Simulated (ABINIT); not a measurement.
Crystal: ZrSe2.

```
CELL_PARAMETERS angstrom
3.79800 0.00000 0.00000
-1.89900 3.28916 0.00000
0.00000 0.00000 6.19200
ATOMIC_POSITIONS crystal
Zr 0.00000 0.00000 0.00000
Se 0.66667 0.33333 0.75000
Se 0.33333 0.66667 0.25000
```

Program: ABINIT 10.8.3 (patched build). Alike in all runs: task single point; potentials or basis JTH PAW PBE v2.0; no spin polarisation; cell as given; smearing fermi-dirac 0.05 eV.

Q: Order these runs on this cell by their band gap on the k mesh, lowest first.
A. level r2SCAN; k mesh 6 × 6 × 4; cutoff (eV) 544; fine-grid cutoff 1088.46 eV; mesh quality not flagged
B. level PBEsol; k mesh 5 × 5 × 3; cutoff (eV) 463; fine-grid cutoff 925.187 eV; mesh quality not flagged
C. level r2SCAN; k mesh 3 × 3 × 2; cutoff (eV) 544; fine-grid cutoff 1088.46 eV; mesh quality coarse

A: B (0.39 eV), A (0.67 eV), C (0.86 eV).

Caveats: some runs use coarse meshes; an odd mesh through Γ misses points on the zone boundary, where band edges often lie (some runs).

A k mesh can miss the band edges, odd and even meshes differently.

Runs at the PBE level aren't shown here.
